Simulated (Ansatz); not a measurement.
**Pb: single point with PBE**

The system is Pb.

```
CELL_PARAMETERS angstrom
3.48000 0.00000 0.00000
-1.74000 3.01377 0.00000
0.00000 0.00000 5.59000
ATOMIC_POSITIONS crystal
Pb 0.67832 0.35185 0.74640
Pb 0.34252 0.68720 0.25624
```

This isn't the form of Pb at room conditions, which is fcc.

The cell isn't the ideal one: atoms moved at random, drawn with an rms of 0.05 Å.

```json
{
 "Program": "Ansatz 0.2.0",
 "Task": "single point",
 "Functional": "PBE",
 "Potentials or basis": "Ansatz PAW",
 "Cutoff": "420 eV (not typed: the program's choice for these potentials)",
 "k mesh": "9 × 9 × 5",
 "Occupations": "fermi-dirac, width 0.05 eV",
 "Spin": "no spin polarisation"
}
```

```json
{
 "Pressure": "4.2 GPa",
 "Largest force": "0.096 eV/Å",
 "Band gap on the k mesh": "none (metal or under the smearing width)"
}
```

Forces in eV/Å, atoms in the order of the input:
```
Pb  -0.004  0.002  0.096
Pb   0.004 -0.002 -0.096
```

Stress tensor (GPa, compression positive):
```
 2.89  0.01 -0.01
 0.01  2.90  0.00
-0.01  0.00  6.81
```

Levels at points of the mesh, in eV from the Fermi level:
| k point | band 12 | band 13 | band 14 | band 15 | band 16 | band 17 |
| --- | --- | --- | --- | --- | --- | --- |
| (0.00, 0.00, 0.00) | -7.97 | -4.29 | 5.57 | 5.61 | 7.47 | 7.53 |

It took 8.5 s on 2 threads of Arm Neoverse V1, on a shared host, peak memory 0.44 GiB.

The run has no spin-orbit coupling, so splittings on Pb are missing.
